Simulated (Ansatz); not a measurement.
**Calculated quadrupolar parameters for B3H5**

The cell is a computed structure from the Materials Project (it need not be an observed phase), atoms as given.

```
CELL_PARAMETERS angstrom
3.82781 -4.67409 0.00000
3.82781 4.67409 0.00000
0.00000 0.00000 8.59666
ATOMIC_POSITIONS crystal
B 0.30204 0.69796 0.13308
B 0.69796 0.30204 0.63308
B 0.39175 0.97631 0.20901
B 0.60825 0.02369 0.70901
B 0.02369 0.60825 0.20901
B 0.97631 0.39175 0.70901
B 0.17688 0.03709 0.32474
B 0.82312 0.96291 0.82474
B 0.96291 0.82312 0.32474
B 0.03709 0.17688 0.82474
B 0.24122 0.75878 0.32478
B 0.75878 0.24122 0.82478
H 0.24154 0.10807 0.18251
H 0.75846 0.89193 0.68251
H 0.89193 0.75846 0.18251
H 0.10807 0.24154 0.68251
H 0.35709 0.89137 0.06125
H 0.64291 0.10863 0.56125
H 0.10863 0.64291 0.06125
H 0.89137 0.35709 0.56125
H 0.42138 0.57862 0.08742
H 0.57862 0.42138 0.58742
H 0.58234 0.07257 0.20707
H 0.41766 0.92743 0.70707
H 0.67842 0.32158 0.93149
H 0.32158 0.67842 0.43149
H 0.18743 0.23439 0.91393
H 0.81257 0.76561 0.41393
H 0.76561 0.81257 0.91393
H 0.23439 0.18743 0.41393
H 0.07257 0.58234 0.70707
H 0.92743 0.41766 0.20707
```

Atoms are numbered from 1 in the order listed; like atoms form one site, named after its first atom.

All values are calculated (Ansatz; DFT, r2SCAN, plane waves and PAW, scalar-relativistic, 500 eV cutoff, Γ-centred 6×6×4 k-points, Fermi–Dirac smearing 0.05 eV), not measured.

V_zz is the principal component of the electric field gradient with the largest magnitude, η = (V_xx − V_yy)/V_zz and C_Q = eQV_zz/h.

¹⁰B: I = 3, Q = 84.59 mb; H-2: I = 1, Q = 2.858 mb. Q values from Pyykkö, Mol. Phys. 116, 1328 (2018).

**Question.** Give the quadrupolar parameters of the distinct sites.

**Answer.** 

```tsv
site	atoms (order as listed)	first shell	V_zz (10²¹ V/m²)	η	C_Q (MHz)
B1	1, 2	3 H at 1.18–1.31 Å, 3 B at 1.74–1.79 Å	-1.80	0.36	-3.67
B3	3, 4, 5, 6	3 H at 1.18–1.37 Å, 3 B at 1.73–1.79 Å	-2.19	0.18	-4.49
B7	7, 8, 9, 10	2 H at 1.19–1.33 Å, 3 B at 1.64–1.80 Å	2.38	0.92	4.87
B11	11, 12	1 H at 1.19 Å, 5 B at 1.74–1.80 Å	-0.98	0.03	-2.00
H13	13, 14, 15, 16	2 B at 1.33–1.34 Å, angle 81°	-1.11	0.20	-0.076
H17	17, 18, 19, 20	2 B at 1.31–1.37 Å, angle 84°	-1.07	0.48	-0.074
H21	21, 22	1 B at 1.18 Å	2.04	0.05	0.141
H23	23, 24, 31, 32	1 B at 1.18 Å	2.03	0.02	0.140
H25	25, 26	1 B at 1.19 Å	2.06	0.02	0.142
H27	27, 28, 29, 30	1 B at 1.19 Å	2.05	0.06	0.142
```

At H21, H23, H25 and H27 V_zz points along its bond to B (within 1°) in each case. At H13 and H17 V_zz stands upright on the plane of its two bonds (within 5°) in each case. At B11 V_zz points along its shortest bond, to H (within 3°).
